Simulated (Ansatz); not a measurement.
**AlP: the crystal squeezed far**

An exercise on one series of results from a longer session: the logs are not shown, and one member is left open.

Computed with Ansatz 0.2.0 (DFT, PBE, PAW with Ansatz's default frozen-core files, scalar-relativistic, unless a step's input says otherwise).

## The structure to begin with

The structure is cubic, space group F-43m (No. 216). Conventional cell: a = 5.398 Å, b = 5.398 Å, c = 5.398 Å, α = 90.00°, β = 90.00°, γ = 90.00°. Around Al (site symmetry -43m) lie 4 P at 2.34 Å. Around P (site symmetry -43m) lie 4 Al at 2.34 Å.

As a file:

```
CELL_PARAMETERS angstrom
0.00000 2.69877 2.69877
2.69877 0.00000 2.69877
2.69877 2.69877 0.00000
ATOMIC_POSITIONS crystal
Al 0.00000 0.00000 0.00000
P 0.25000 0.25000 0.25000
```

Whether this phase is the stable one at these pressures isn't tested.

Atoms are numbered in the order of the input: Al1, P2.

The first run:

Input file input.yaml:

```yaml
crystal:
  lattice:
    - [0.0, 2.6987740699, 2.6987740699]
    - [2.6987740699, 0.0, 2.6987740699]
    - [2.6987740699, 2.6987740699, 0.0]
  atoms:
    - { symbol: Al, position: [0.0, 0.0, 0.0] }
    - { symbol: P, position: [0.25, 0.25, 0.25] }
kpoints:
  mp_grid: { grid: [14, 14, 14] }
scf:
  occupations: { method: fermi_dirac, width: 0.1 }
hamiltonian:
  xc: pbe
  pseudopotentials: { kind: paw }
output:
  forces: true
  stress: true
  write_density: true
  write_potential: true
  elf: true
  volumetric_format: npy
relax:
  f_tol: 0.005
  max_steps: 40
  cell: {}
```

The run is started by

```
> ansatz run input.yaml --threads 1 --pin off --max-ram 2048MiB --backend cpu --events-out ev --progress --plain --runs-dir out
```

Steps of the session up to this table: Cell relaxed at zero pressure, PAW; Volume scaled by 1, PAW; Volume scaled by 0.94, PAW; Volume scaled by 0.88, PAW; Volume scaled by 0.8, PAW; Volume scaled by 0.72, PAW; Volume scaled by 0.64, PAW; Volume scaled by 0.55, PAW; Volume scaled by 0.55, PAW (partial_waves polarizable).

One of the session's tables, all rows but one given; the rest of the session is left out.

| method | volume over the first | volume (Å³/atom) | pressure (GPa) |
| --- | --- | --- | --- |
| PAW | 1 | 20.876 | 0.03 |
| PAW | 0.94 | 19.623 | 5.86 |
| PAW | 0.88 | 18.371 | 13.80 |
| PAW | 0.8 | ? | ? |
| PAW | 0.72 | 15.031 | 52.61 |
| PAW | 0.64 | 13.361 | 89.46 |
| PAW | 0.55 | 11.482 | 158.52 |
| PAW (partial_waves polarizable) | 0.55 | 11.482 | 158.53 |

**Question.** Estimate the row for PAW, 0.8.

As computed: volume (Å³/atom): 16.701; pressure (GPa): 29.10. In the column «volume (Å³/atom)» it lies between PAW, 0.72 (15.031) and PAW, 0.88 (18.371).
